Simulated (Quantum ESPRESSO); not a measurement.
**C: equation of state with rev-vdW-DF2**

**The experiment to reproduce.**

From “Equation of state of cubic boron nitride at high pressures and temperatures”, 2007, arxiv:cond-mat/0702656, for a bulk crystal of C: bulk modulus 444.8 ± 0.8 GPa.

Crystal: C.

```xyz
2
Lattice="0.0000 1.7834 1.7834 1.7834 0.0000 1.7834 1.7834 1.7834 0.0000" Properties=species:S:1:pos:R:3 pbc="T T T"
C     2.6751    2.6751    2.6751
C     1.7834    1.7834    1.7834
```

This isn't the form of C at room conditions, which is graphite.

```yaml
Program: Quantum ESPRESSO 7.5
Task: equation of state
Functional: rev-vdW-DF2
Potentials_or_basis: PseudoDojo 0.4.1 SR PBE standard
Cutoff: 1116 eV
Density_cutoff: 4463 eV
k_mesh: 13 × 13 × 13
Occupations: fermi-dirac, width 0.05 eV
Spin: no spin polarisation
```

- Equilibrium volume: 5.70 Å³/atom
- Bulk modulus: 433 GPa
- Pressure derivative of the bulk modulus: 3.7

Energy against volume, from the lowest point:
```csv
volume (Å³/atom),energy (meV/atom)
5.332,36.05
5.445,16.71
5.558,4.91
5.672,0.00
5.785,1.35
5.899,8.40
6.012,20.65
```

All runs of the series together: 8.2 min on 1 thread of Arm Neoverse V1 (shared host).

Measured bulk modulus of C: 444.8 GPa (quoted in “Equation of state of cubic boron nitride at high pressures and temperatures”, 2007, arxiv:cond-mat/0702656). This calculation gives 433 GPa (-2.6 %). 3 values of this kind are on record (442 to 444.8 GPa); this one was drawn at random among those near their median, those with a stated uncertainty first. The fit is for a static lattice scaled at fixed shape and fixed fractional positions.

Caveat: the potentials were made for another functional, which shifts forces and pressure.
